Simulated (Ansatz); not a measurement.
# Cu3N: the cost of one run

Computed with Ansatz 0.2.0 (DFT PBEsol, scalar-relativistic, plane waves, PAW, unless a step's input says otherwise).

The COD entry's cell or inner coordinates are ideal or old and differ from later refinements, so a difference from it is no clean test against experiment.

## (1) The system as given

Symmetry: Pm-3m, No. 221, cubic system. Conventional cell: a = 3.807 Å, b = 3.807 Å, c = 3.807 Å, α = 90.00°, β = 90.00°, γ = 90.00°. Cu (site symmetry 4/mmm) is surrounded by 2 N at 1.90 Å. Around N (site symmetry m-3m) lie 6 Cu at 1.90 Å.

Coordinates:

```
CELL_PARAMETERS angstrom
3.80700 0.00000 0.00000
0.00000 3.80700 0.00000
0.00000 0.00000 3.80700
ATOMIC_POSITIONS crystal
Cu 0.50000 0.00000 0.00000
Cu 0.00000 0.50000 0.00000
Cu 0.00000 0.00000 0.50000
N 0.00000 0.00000 0.00000
```

Source of the structure: the Crystallography Open Database.

(A quick probe on a coarse mesh, which set the mesh and smearing, is not shown.)

## (3) Relaxing cell and atoms

Contents of input.yaml:

```yaml
crystal:
  lattice:
    - [3.807, 0.0, 0.0]
    - [0.0, 3.807, 0.0]
    - [0.0, 0.0, 3.807]
  atoms:
    - { symbol: Cu, position: [0.5, 0.0, 0.0] }
    - { symbol: Cu, position: [0.0, 0.5, 0.0] }
    - { symbol: Cu, position: [0.0, 0.0, 0.5] }
    - { symbol: "N", position: [0.0, 0.0, 0.0] }
basis:
  ecutwfc: 420
kpoints:
  mp_grid: { grid: [10, 10, 10] }
hamiltonian:
  xc: pbesol
scf:
  occupations: { method: gaussian, width: 0.01 }
output:
  forces: true
  stress: true
  eigenvalues: true
relax:
  adjacent_minimum: "off"
  f_tol: 0.005
  max_steps: 80
  cell: { stress_tol: 0.05 }
```

The run is started by

```
ansatz run input.yaml --threads 1 --pin off --max-ram 2560MiB --backend cpu --events-out ev --progress --plain --runs-dir out
```

**Question.** How long does this run take on 1 thread of Intel Xeon at 2.50GHz (Skylake/Cascade Lake), shared host, and how much memory does it need?

About 76 s, with a peak of 0.41 GiB.
